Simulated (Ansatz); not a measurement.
# CuO (Tenorite): the cost of one run

Program: Ansatz 0.2.0, driven from Python. Level of theory: DFT PBE+U, plane waves, PAW. These are calculated values, not measurements.

### Step 1. Starting point

It takes space group C2/c (No. 15, monoclinic). The conventional cell has a = 4.684 Å, b = 3.423 Å, c = 5.129 Å, α = 90.00°, β = 99.54°, γ = 90.00°. Around Cu (site symmetry -1) lie 4 O at 1.95 to 1.96 Å. O (site symmetry 2) has 4 Cu at 1.95 to 1.96 Å as nearest neighbours.

The script holds or builds the structure itself.

### Step 2. The code

Input file run_phonons.py:

```python
# -*- coding: utf-8 -*-
"""Lattice dynamics of CuO in a supercell."""

from pathlib import Path
import logging
import sys

import ansatz as az
from ase import Atoms
import numpy as np

logging.basicConfig(stream=sys.stdout, format="%(name)s: %(message)s")
logger = logging.getLogger("cuo")
logger.setLevel(logging.INFO)

config = {
    "xc": "pbe",
    "scf_tol": 1e-08,
    "max_scf": 60,
    "n_empty": 16,
    "filling": "fermi_dirac",
    "kmesh": (12, 12, 7),
}

atoms = Atoms(
    ["Cu", "Cu", "O", "O"],
    scaled_positions=[
        [0.0, 0.5, 0.0],
        [0.5, 0.0, 0.5],
        [0.5816, 0.4184, 0.25],
        [0.4184, 0.5816, 0.75],
    ],
    cell=[
        [2.34185, -1.7113, 0.0],
        [2.34185, 1.7113, 0.0],
        [-0.850027, 0.0, 5.057869],
    ],
    pbc=True,
)
cell = az.Crystal.from_ase(atoms)

# the cell itself: zone-centre modes alone
setup = (
    cell.calculation()
    .mixing("broyden")
    .pseudopotentials("paw")
    .functional(config["xc"])
    .scf(tolerance=config["scf_tol"], max_iterations=config["max_scf"], extra_bands=config["n_empty"])
    .hubbard("Cu", "d", u_eff=5.0)
    .accuracy("medium")
    .occupations(config["filling"])
    .kpoints(*config["kmesh"])
    .phonons("fd", supercell=1, amplitude=0.02)
)
outcome = setup.run(threads=1, runs_dir="runs")
folder = Path(outcome.output_folder) / "results"
ph = outcome.phonons

print("modes at Gamma (1/cm):", np.round(ph.gamma_omega_inv_cm, 1) + 0.0)
logger.info(f"{ph.n_members} displaced supercells, sum-rule residual {ph.asr_residual_pre_ev_ang2:.1e} eV/A^2")
optical = np.sort(ph.gamma_omega_inv_cm)
print("imaginary modes at Gamma:", int((optical < -10).sum()), "- highest mode", round(float(optical[-1]), 1), "1/cm")
```

### Step 3. What the engine is handed

The package turns the script's settings into the engine's input:

```yaml
crystal:
  lattice:
    - [2.34185, -1.7113, 0.0]
    - [2.34185, 1.7113, 0.0]
    - [-0.850027, 0.0, 5.057869]
  atoms:
    - { symbol: Cu, position: [0.0, 0.5, 0.0] }
    - { symbol: Cu, position: [0.5, 1.1851986940081096e-17, 0.5] }
    - { symbol: O, position: [0.5816, 0.41839999999999994, 0.25] }
    - { symbol: O, position: [0.4184, 0.5816, 0.75] }
accuracy: medium
kpoints:
  mp_grid:
    grid: [12, 12, 7]
hamiltonian:
  xc: pbe
  pseudopotentials:
    kind: paw
  hubbard:
    - { species: Cu, l: d, u_eff: 5.0 }
scf:
  max_iter: 60
  n_extra_bands: 16
  convergence:
    dr2_threshold: 1.0e-08
  mixing:
    algorithm: broyden
  occupations:
    method: fermi_dirac
phonons:
  method: fd
  supercell: [1, 1, 1]
  amplitude: 0.02
```

### Step 4. Launch

Started as:

```sh
$ python run_phonons.py
```

Q: Estimate wall time and peak memory on 1 thread of Arm Neoverse V1, shared host.

About 10 min, with a peak of 1.1 GiB.
